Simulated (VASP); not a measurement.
Input of a VASP 6.6.1 run:

File INCAR:

```
  ALGO = Normal
  EDIFF = 1E-7
  EDIFFG = -0.005
  ENCUT = 600
  IBRION = 2
  ISIF = 3
  ISMEAR = 0
  LASPH = True
  LCHARG = False
  LMIXTAU = True
  LREAL = False
  LWAVE = False
  METAGGA = R2SCAN
  NELM = 100
  NSW = 90
  PREC = Accurate
  SIGMA = 0.1
```

Contents of KPOINTS:

```
k-points
0
Gamma
  18 18 10
```

Contents of POSCAR:

```
Al
1.0
    2.8633495100      0.0000000000      0.0000000000
   -1.4316747500      2.4797334100      0.0000000000
    0.0000000000      0.0000000000      4.6758497400
Al
2
Direct
    0.3333333300      0.6666666700      0.2500000000
    0.6666666700      0.3333333300      0.7500000000
```

Potentials or basis: VASP PAW PBE potentials, release 64 (Al).

The run is started by

```sh
$ cat potpaw_PBE.64/Al/POTCAR > POTCAR
$ mpirun -np 1 vasp_std > vasp.out
```

**Question.** Predict the relaxed cell.

**Answer.** a = 2.832 Å, b = 2.832 Å, c = 4.593 Å, α = 90.00°, β = 90.00°, γ = 120.00°.

**Question.** Estimate the space group after relaxing (to 0.05 Å).

**Answer.** P6_3/mmc (No. 194).

**Question.** Predict the band gap on the k mesh.

**Answer.** None (metal or under the smearing width).

Final structure:
```xyz
2
Lattice="2.8322 0.0000 0.0000 -1.4161 2.4527 0.0000 0.0000 0.0000 4.5927" Properties=species:S:1:pos:R:3 pbc="T T T"
Al    0.0000    1.6352    1.1482
Al    1.4161    0.8176    3.4445
```
